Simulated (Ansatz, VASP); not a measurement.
## Two plane-wave programs on Re

The input INCAR:

```
SYSTEM = Re
ALGO     = Normal         ! electronic algorithm
EDIFF    = 1E-6           ! SCF threshold, eV
ENCUT    = 520            ! plane-wave cutoff, eV
GGA      = PE             ! functional
ISIF     = 2              ! what is computed and relaxed
ISMEAR   = 0              ! smearing method
LASPH    = .True.         ! aspherical terms in the spheres
LCHARG   = .False.        ! write CHGCAR
LREAL    = .False.        ! projectors in reciprocal space
LWAVE    = .False.        ! write WAVECAR
NBANDS   = 10             ! bands
NELM     = 100            ! most SCF steps
PREC     = Accurate       ! precision mode
SIGMA    = 0.15           ! smearing width, eV
```

KPOINTS

```
k-points
0
Gamma
  20 20 20
  0 0 0
```

POSCAR

```
Re
1.0
    0.0000000000      1.8762500000      2.0737500000
    1.8762500000      0.0000000000      2.0737500000
    1.8762500000      1.8762500000      0.0000000000
Re
1
Direct
    0.0000000000      0.0000000000      0.0000000000
```

Input for Ansatz:

```yaml
crystal:
  lattice:
    - [0.0, 1.87625, 2.07375]
    - [1.87625, 0.0, 2.07375]
    - [1.87625, 1.87625, 0.0]
  atoms:
    - { symbol: Re, position: [0.0, 0.0, 0.0] }
basis:
  ecutwfc: 420
kpoints:
  mp_grid: { grid: [20, 20, 20] }
hamiltonian:
  xc: pbe
scf:
  occupations: { method: gaussian, width: 0.15 }
output:
  forces: true
  stress: true
  eigenvalues: true
```

Change from the starting cell: strain -0.050 along x and y, +0.050 along z, atoms carried along.

Alike in both runs: task single point; functional PBE; k mesh 20 × 20 × 20; occupations gaussian, width 0.15 eV; no spin polarisation.

|  | VASP | Ansatz |
| --- | --- | --- |
| version | VASP 6.6.1 | Ansatz 0.2.0 |
| potentials or method | VASP PAW PBE potentials, release 64 (Re) | scalar-relativistic, plane waves, PAW |
| plane-wave cutoff (eV) | 520 | 420 |
| valence electrons in the cell | 7 | 15 |

VASP gave:

- gap on the k mesh at the Fermi level (eV): none
- pressure (GPa): 11.7
- largest component of the traceless stress (GPa): 21.24

Q: Which values does Ansatz return?

A: gap on the k mesh at the Fermi level (eV): none; pressure (GPa): 12.1; largest component of the traceless stress (GPa): 21.62.

A gap of «none» marks a metal or a gap that the smearing closes. The two sets of potentials don't hold the same shells in valence.

The runs have no spin-orbit coupling, so splittings on Re are missing.
